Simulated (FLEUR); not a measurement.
**Br under changes of volume**

One of the cells (33.988 Å³/atom); the others are scaled copies at fixed shape and fractional positions:

```xyz
4
Lattice="3.3632 -2.3226 0.0000 3.3632 2.3226 0.0000 0.0000 0.0000 8.7023" Properties=species:S:1:pos:R:3 pbc="T T T"
Br    3.3632    0.6266    3.3948
Br    3.3632    1.6959    7.7459
Br    3.3632   -0.6266    5.3075
Br    3.3632   -1.6959    0.9564
```

* Program: FLEUR MaX-R8.1 (later development tree)
* Functional: PBEsol
* Potentials or basis: all-electron
* Basis: FLAPW
* Kmax: 5.05 1/bohr
* k mesh: 7 × 7 × 3
* Occupations: fermi-dirac, width 0.05 eV
* Spin: no spin polarisation

| volume (Å³/atom) | energy over the lowest point (meV/atom) | gap on the mesh (eV) |
| --- | --- | --- |
| 31.949 | 13.29 | 2.03 |
| 32.629 | ? | ? |
| 33.308 | 1.71 | 1.90 |
| 33.988 | 0.00 | 1.84 |
| 34.668 | 0.65 | 1.78 |
| 35.348 | 3.34 | 1.72 |
| 36.028 | 7.91 | 1.66 |

**Question.** What does the run at 32.629 Å³/atom give?

**Answer.** Energy over the lowest point 6.02 meV/atom; gap on the mesh 1.96 eV.

Worked out: A Birch-Murnaghan fit of order 3 (a polynomial in V^(-2/3)) to the other rows has its minimum at 34.13 Å³/atom with B0 = V·E''(V) = 27 GPa and B' = 4.8 at fixed shape and positions, which overstates the stiffness. It gives 6.02 meV/atom at 32.629 Å³/atom, against the run's 6.02. A straight line through the other rows of the gap, of slope -3.07 eV per unit of ln V, gives 1.96 eV, against the run's 1.96.

Energies are extrapolated to zero smearing.

Caveats: an odd mesh through Γ misses points on the zone boundary, where band edges often lie. Spin-orbit coupling on Br is left out.
